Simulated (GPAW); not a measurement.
Input of a GPAW 26.7.0 run:

run.py

```python
from ase.dft.bandgap import bandgap
from ase.io import read, write
from ase.units import GPa
from gpaw import GPAW, PW

atoms = read('MnO.xyz')
atoms.set_initial_magnetic_moments([4.0, 0.0])

calc = GPAW(mode=PW(800),
            xc='MGGA_X_R2SCAN+MGGA_C_R2SCAN',
            kpts={'size': (7, 7, 7), 'gamma': True},
            occupations={'name': 'fermi-dirac', 'width': 0.05},
            setups={'Mn': ':d,8.0'},
            nbands=21,
            convergence={'density': 1e-05, 'energy': 1e-05},
            maxiter=150,
            txt='gpaw.txt')
atoms.calc = calc
energy = atoms.get_potential_energy()
forces = atoms.get_forces()
stress = atoms.get_stress()
calc.write('gs.gpw')
write('result.traj', atoms)
print(f'Energy: {energy:.6f} eV')
print('Forces (eV/A):')
print(forces.round(4))
print('Stress (GPa):', (stress / GPa).round(3))
print('Moments:', calc.get_magnetic_moments().round(3))
print('Fermi level:', round(calc.get_fermi_level(), 4), 'eV')
print(f'Gap: {bandgap(calc)[0]:.4f} eV, direct: {bandgap(calc, direct=True)[0]:.4f} eV')
```

File MnO.xyz:

```xyz
2
Lattice="0.0000000000 2.2220003300 2.2220003300 2.2220003300 0.0000000000 2.2220003300 2.2220003300 2.2220003300 0.0000000000" Properties=species:S:1:pos:R:3 pbc="T T T"
Mn     0.0000000000      0.0000000000      0.0000000000
O      2.2220003300      2.2220003300      2.2220003300
```

Potentials or basis: GPAW PAW data sets (gpaw-data 1.2.1), pw.

The run is started by

```bash
$ OMP_NUM_THREADS=1 python run.py
```

Question: Predict the band gap on the k mesh.

Answer: 1.76 eV, indirect (least direct gap 3.34 eV).

Question: Estimate the pressure.

Answer: 9.2 GPa.

Question: Predict the site moments.

Answer: Mn +4.65; O +0.09 μB.

Caveat: the PAW data sets were made with another functional, which shifts forces and pressure a little; an odd mesh through Γ misses points on the zone boundary, where band edges often lie; a cell with one magnetic atom can't hold antiferromagnetic order, which such compounds often take.
